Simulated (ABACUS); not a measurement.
Runs of ABACUS 3.10.1 on AlN. Symmetry: F-43m, No. 216, cubic system. Conventional cell: a = 4.368 Å, b = 4.368 Å, c = 4.368 Å, α = 90.00°, β = 90.00°, γ = 90.00°. Al (site symmetry -43m) has 4 N at 1.89 Å as nearest neighbours. N (site symmetry -43m) is surrounded by 4 Al at 1.89 Å. Measurements of this composition are mostly on another form, of space group No. 186.

```tsv
task	level	potentials or basis	cell	k mesh	cutoff (eV)	SCF threshold on the density	eigensolver	symmetry key	max steps of the relaxation	force threshold	gap on the mesh (eV)	pressure (GPa)	V0 of scaled cells (Å³/atom)	B0 (GPa)
single point	LDA	PseudoDojo NC SR 0.4.1 LDA standard, plane waves	as given	8 × 8 × 8	1143	1e-08	dav	1	-	-	3.25	-4.6	-	-
equation of state	PBE	PseudoDojo NC SR 0.4.1 PBE standard, DZP LCAO (the cutoffs set its grid)	as given	9 × 9 × 9	1361	1e-07	genelpa	1	-	-	-	-	10.73	(a)
relaxation of cell and atoms	LDA	PseudoDojo NC SR 0.4.1 LDA standard, plane waves	relaxed	8 × 8 × 8	1143	1e-08	dav	1	60	0.01 eV/Å	3.26	0.0	-	-
equation of state	PBE	PseudoDojo NC SR 0.4.1 PBE standard, plane waves	as given	10 × 10 × 10	1143	1e-08	dav	1	-	-	-	-	(b)	193
```

Alike in all rows: no spin polarisation; smearing fermi-dirac 0.05 eV.

Q: Fill in the values left out.

A: (a) 184; (b) 10.65.

Caveats: the atomic orbitals were generated for these runs and aren't a published set (some runs); the basis of atomic orbitals isn't converged, which shifts pressures, moduli and gaps (some runs).

A k mesh can miss the band edges.

Not every run made on this cell is shown here.
